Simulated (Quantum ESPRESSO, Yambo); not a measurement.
# SiC (F-43m): G0W0 on several meshes in Yambo, part 2 of 2

How does the mesh move the gap of SiC (F-43m)?

Quantum ESPRESSO 7.5 and Yambo 5.3.0; PBE and many-body steps on it, plane waves. Known limits of the many-body steps: not at the basis limit; coarse k mesh.

So far. Step 4 (2×2×2): The gap on the mesh goes from 1.36 eV to 1.83 eV, a correction of +0.47 eV. Step 5 (Empty states on the mesh, 6×6×6 mesh, 65 bands): On this mesh the gap is 1.361 eV.

## 7. 6×6×6

This step: G0W0 on PBE, plane waves, norm-conserving pseudopotentials.

Input file gw14.in:

```
HF_and_locXC
gw0
dyson
ppa
em1d
rim_cut
RandQpts= 1000000
RandGvec= 1 RL
EXXRLvcs= 74 Ry
VXCRLvcs= 296 Ry
Chimod= "HARTREE"
% BndsRnXp
 1 | 65 |
%
NGsBlkXp= 15.5 Ry
% LongDrXp
 1 | 1 | 1 |
%
% GbndRnge
 1 | 65 |
%
DysSolver= "n"
ExtendOut
PPAPntXp= 27.21138 eV
% QPkrange
 1 | 1 | 3 | 6 |
 13 | 13 | 3 | 6 |
%
```

Started as:

```bash
OMP_NUM_THREADS=1 mpirun -n 4 yambo -F gw14.in -J gw14 -C gw14 > gw14.log
```

The program printed:

```text
 Yambo, version 5.3.0

 [02] CORE Variables Setup
 =========================

  [... cell, symmetries and grids as in the set-up ...]

  [02.05] Energies & Occupations
  ==============================

  [X] === General ===
  [X] Electronic Temperature                        :  0.000000  0.000000 [eV K]
  [X] Bosonic    Temperature                        :  0.000000  0.000000 [eV K]
  [X] Finite Temperature mode                       : no
  [X] El. density                                   :  0.38662E+24 [cm-3]
  [X] Fermi Level                                   :  9.496076 [eV]

  [X] === Gaps and Widths ===
  [X] Conduction Band Min                           :  1.361350 [eV]
  [X] Valence Band Max                              :  0.000000 [eV]
  [X] Filled Bands                                  :   4
  [X] Empty Bands                                   :    5   65
  [X] Direct Gap                                    :  4.552957 [eV]
  [X] Direct Gap localized at k                     :  13
  [X] Indirect Gap                                  :  1.361350 [eV]
  [X] Indirect Gap between kpts                     :   1  13
  [X] Last valence band width                       :  4.386321 [eV]
  [X] 1st conduction band width                     :  5.670361 [eV]

 [03] Transferred momenta grid and indexing
 ==========================================

 IBZ Q-points                                      :  16
 BZ  Q-points                                      :  216

 K/Q-points units:
 rlu = crystal or reduced units; cc = cartesian coordinates; iku = interal k-units

 Q [ 1]         [rlu]:  0.000000  0.000000  0.000000
 Q [ 2]         [rlu]:  0.16734E-16  0.16734E-16  0.16667
 Q [ 3]         [rlu]:  0.33468E-16  0.33468E-16  0.33333
[...]
NLCC RL compoments                               :  12039
  PP Number of Atomic Species                      :  2
  NLCC RL compoments                               :  12039

 [xc] E_xc :  -3.047448 [Ha]
      E_xc :  -6.094896 [Ry]

  Local XC kind (lXC) : Perdew, Burke & Ernzerhof(X)+Perdew, Burke & Ernzerhof(C)
  Non-Local XC kind (nlXC) : Hartree-Fock

  Corrections @ K [1] :  [eV]
 <3|nlXC|3> = -17.50623  0.52273E-17 <3|lXC|3> = -14.92963  0.18882E-15
 <4|nlXC|4> = -17.50618  0.12545E-17 <4|lXC|4> = -14.92963  0.18882E-15
 <5|nlXC|5> = -7.586887  0.18874E-17 <5|lXC|5> = -13.21316  0.18882E-15
[...]
Corrections @ K [13] :  [eV]
[...]
<5|nlXC|5> = -6.435587 -0.11475E-19 <5|lXC|5> = -10.50525  0.23603E-16
 <6|nlXC|6> = -6.009033 -0.20430E-17 <6|lXC|6> = -10.76975  0.14161E-15

 [08] Dyson equation: Newton solver
 ==================================

  [08.01] G0W0 (W PPA)
  ====================

  [  GW  ] Bands range     :    1   65
  [GW/PPA] G damping       :  0.100000 [eV]

  QP @ state[ 1 ] K range:  1  1
  QP @ state[ 1 ] b range:   3   6
  QP @ state[ 2 ] K range:  13  13
  QP @ state[ 2 ] b range:   3   6

   Sc/G bands                                       :    1   65
   Sc/G damping                                     :  0.100000 ev
   Sc bands terminator                              : no
   Sx RL components                                 :  1471

   QP @ state[ 1 ] K range                          :  1  1
   QP @ state[ 1 ] b range                          :   3   6
   QP @ state[ 2 ] K range                          :  13  13
   QP @ state[ 2 ] b range                          :   3   6
   GF energies kind                                 : Perdew, Burke & Ernzerhof(X)+Perdew, Burke & Ernzerhof(C)
   GF WF`s kind                                     : Perdew, Burke & Ernzerhof(X)+Perdew, Burke & Ernzerhof(C)
   Xs energies kind                                 : Perdew, Burke & Ernzerhof(X)+Perdew, Burke & Ernzerhof(C)
   Xs WF`s kind                                     : Perdew, Burke & Ernzerhof(X)+Perdew, Burke & Ernzerhof(C)

 [11] Game Over & Game summary
```

Elapsed: 78 s, on 4 MPI ranks of Arm Neoverse V1, shared host; peak memory 1.2 GiB; 5.1 min of CPU time.

This step gave:

* G0W0 gap on the points computed: 2.049 eV
* starting gap on the mesh: 1.361 eV
* k of the valence top: 0, 0, 0
* k of the conduction bottom: 0, -0.5, -0.5
* least direct G0W0 gap on the computed points: 5.578 eV
* Z at the valence top: 0.7966
* Z at the conduction bottom: 0.8233

Against G0W0 in Yambo (2×2×2 mesh, 65 bands, screening to 210.9 eV, Godby-Needs plasmon pole), the gap moves by +0.222 eV.

## 8. Empty states on the mesh, 8×8×8 mesh, 65 bands

This step: Quantum ESPRESSO 7.5; DFT, PBE, plane waves, norm-conserving pseudopotentials.

Input file pw.in:

```
&control
  calculation = 'nscf'
  prefix = 'x'
  outdir = 'o'
  pseudo_dir = 'pseudo'
/
&system
  ibrav = 0
  nat = 2
  ntyp = 2
  ecutwfc = 74.0
  nbnd = 65
  force_symmorphic = .true.
/
&electrons
  conv_thr = 1e-9
  electron_maxstep = 80
  diago_full_acc = .true.
  diago_thr_init = 5e-6
/
ATOMIC_SPECIES
  Si 28.085 Si.upf
  C 12.011 C.upf
CELL_PARAMETERS angstrom
  -0.0000000000 2.1790000000 2.1790000000
  2.1790000000 -0.0000000000 2.1790000000
  2.1790000000 2.1790000000 -0.0000000000
ATOMIC_POSITIONS crystal
  Si 0.0000000000 0.0000000000 0.0000000000
  C 0.2500000000 0.2500000000 0.2500000000
K_POINTS automatic
  8 8 8 0 0 0
```

Started as:

```bash
OMP_NUM_THREADS=1 mpirun -n 4 pw.x -nk 4 -in pw.in > pw.out
```

The program printed:

```text
[banner, memory and clock lines left out]
Program PWSCF v.7.5 starts

     Atomic positions and unit cell read from directory:
     o/x.save/

     Message from routine setup:
     using ibrav=0 with symmetry is DISCOURAGED, use correct ibrav instead

     G-vector sticks info

     bravais-lattice index     =            0
     lattice parameter (alat)  =       5.8233  a.u.
     unit-cell volume          =     139.6363 (a.u.)^3
     number of atoms/cell      =            2
     number of atomic types    =            2
     number of electrons       =         8.00
[...]
43.0988  43.0988  51.0830  51.0830  51.0830  52.3680  52.3680  57.2867
[...]
120.7898

          k = 0.0884 0.0884-0.0884 (  1468 PWs)   bands (ev):

[...]
117.3752

          k = 0.1768 0.1768-0.1768 (  1489 PWs)   bands (ev):

[...]
91.8202  91.8202  92.3675  95.4932  97.6807  98.6532  98.6532 101.2330
   101.2330 104.3999 104.3999 106.1186 106.7244 110.5795 110.5795 113.8728
   114.6343

          k = 0.2652 0.2652-0.2652 (  1498 PWs)   bands (ev):

     [... further k-points ...]

     highest occupied, lowest unoccupied level (ev):     9.4961   10.8574

     XML data file, pseudopotentials, collected wavefunctions
```

It took 4.7 s on 4 MPI ranks; peak memory 0.2 GiB.

This step gave:

| Item | Value |
| --- | --- |
| gap | 1.361 eV |
| k of the valence top | 0, 0, 0 |
| k of the conduction bottom | 0, -0.5, -0.5 |
| least direct gap | 4.553 eV |
| k points computed | 29 |
| lowest point of the top converged band, above the valence top | 103.2152 eV |

On this mesh the gap is 1.361 eV.

## 9. Conversion and set-up

This step: Yambo 5.3.0; conversion and set-up on PBE, plane waves, norm-conserving pseudopotentials.

Started as:

```bash
(cd o/x.save; p2y > p2y.log; mv SAVE ../..); yambo > setup.log
```

The program printed:

```text
 Yambo, version 5.3.0

 [02] CORE Variables Setup
 =========================

  [02.01] Unit cells
  ==================

  Cell kind             :  FCC
  Atoms in the cell     :  Si  C
  number of Si atoms    :  1
  number of C  atoms    :  1

  List of atomic masses
  Mass of Si    :  28.08500
  Mass of C     :  12.01100

  List of atomic coordinates    : [cc]
  Si1       :  0.000000  0.000000  0.000000  order 1
  C1       :  2.058857  2.058857  2.058857  order 2

  Alat factors          :  4.117713  4.117713  4.117713 [a.u.]
  Direct lattice volume :  139.6363 [a.u.]
[...]
Q [ 1]         [rlu]:  0.000000  0.000000  0.000000
 Q [ 2]         [rlu]: -0.43259E-17 -0.43259E-17  0.12500
 Q [ 3]         [rlu]: -0.86518E-17 -0.86518E-17  0.25000
[...]
Q [ 8]         [rlu]: -0.86518E-17  0.12500      0.37500
 Q [ 9]         [rlu]:  0.47861E-16  0.12500      0.50000
 Q [10]         [rlu]: -0.19076E-16  0.12500     -0.37500
     [... 17 further rows ...]
 Q [28]         [rlu]:  0.125000 -0.500000 -0.375000
 Q [29]         [rlu]:  0.250000 -0.500000 -0.250000

  [03.01] X indexes
  =================

   [03.01.01] Sigma indexes
   ========================

 [06] Game Over & Game summary
```

It took 2.4 s on 1 MPI rank; peak memory 0.24 GiB.

## 10. 8×8×8

This step: G0W0 on PBE, plane waves, norm-conserving pseudopotentials.

gw15.in, as its differences from gw14.in of step 7:

```diff
@@ -26,3 +26,3 @@
  1 | 1 | 3 | 6 |
- 13 | 13 | 3 | 6 |
+ 21 | 21 | 3 | 6 |
 %
```

Started as:

```bash
OMP_NUM_THREADS=1 mpirun -n 4 yambo -F gw15.in -J gw15 -C gw15 > gw15.log
```

The program printed:

```text
 Yambo, version 5.3.0

 [02] CORE Variables Setup
 =========================

  [... cell, symmetries and grids as in the set-up ...]

  [02.05] Energies & Occupations
  ==============================

  [X] === General ===
  [X] Electronic Temperature                        :  0.000000  0.000000 [eV K]
  [X] Bosonic    Temperature                        :  0.000000  0.000000 [eV K]
  [X] Finite Temperature mode                       : no
  [X] El. density                                   :  0.38662E+24 [cm-3]
[...]
QP @ state[ 1 ] b range                          :   3   6
   QP @ state[ 2 ] K range                          :  21  21
   QP @ state[ 2 ] b range                          :   3   6
   GF energies kind                                 : Perdew, Burke & Ernzerhof(X)+Perdew, Burke & Ernzerhof(C)
   GF WF`s kind                                     : Perdew, Burke & Ernzerhof(X)+Perdew, Burke & Ernzerhof(C)
   Xs energies kind                                 : Perdew, Burke & Ernzerhof(X)+Perdew, Burke & Ernzerhof(C)
   Xs WF`s kind                                     : Perdew, Burke & Ernzerhof(X)+Perdew, Burke & Ernzerhof(C)

 [11] Game Over & Game summary
```

Run time: 4.4 min. Hardware: 4 MPI ranks; peak memory 1.4 GiB; 17 min of CPU time.

This step gave:

```
G0W0 gap on the points computed              : 2.049 eV
starting gap on the mesh                     : 1.361 eV
k of the valence top                         : 0, 0, 0
k of the conduction bottom                   : 0, -0.5, -0.5
least direct G0W0 gap on the computed points : 5.576 eV
```

Against G0W0 in Yambo (2×2×2 mesh, 65 bands, screening to 210.9 eV, Godby-Needs plasmon pole), the gap moves by +0.222 eV.

## 11. The runs together

Times are wall times on 4 MPI ranks of Arm Neoverse V1, shared host, good to a factor of about two.

| run | mesh | bands | screening cutoff (eV) | DFT gap (eV) | gap on the mesh (eV) | direct (eV) | time |
| --- | --- | --- | --- | --- | --- | --- | --- |
| 2×2×2 | 2×2×2 | 65 | 210.9 | 1.361 | 1.827 | 5.323 | 4.1 s |
| 6×6×6 | 6×6×6 | 65 | 210.9 | 1.361 | 2.049 | 5.578 | 78 s |
| 8×8×8 | 8×8×8 | 65 | 210.9 | 1.361 | 2.049 | 5.576 | 4.4 min |

## 12. What came out

| Quantity | Value |
| --- | --- |
| 2×2×2 | 1.827 eV |
| 6×6×6 | 2.049 eV |
| 8×8×8 | 2.049 eV |
| known limits | not at the basis limit; coarse k mesh |

In words: 6×6×6: +0.222 eV against 2×2×2. 8×8×8: +0.222 eV against 2×2×2. Bands and cutoff are finite, so the gap is not at the basis limit. The miss can reach some tenths of an eV and take either sign; the mesh is an error of its own. In the G0W0 runs levels were corrected at 2 k points alone, so a gap called «on the mesh» is the least over those, and an edge elsewhere would be missed. The 2×2×2 mesh is coarse for this cell, which bears on the long-range parts of exchange and screening.

[Paths, hosts, dates, memory and timing lines, banners, echoed tables and standing remarks are left out of the program output.]

[Logs are printed without paths, hosts, clocks, repeated set-up lines and the standing remarks that a program may print on its own settings, such as how far it seeks lower states.]

[Runs of the session that timed out or met a known fault of the program may be left out.]

[Hosts, paths, dates, database ids (printed as entryN), source tags and the programs' standing remarks are cut or masked in the printed files.]
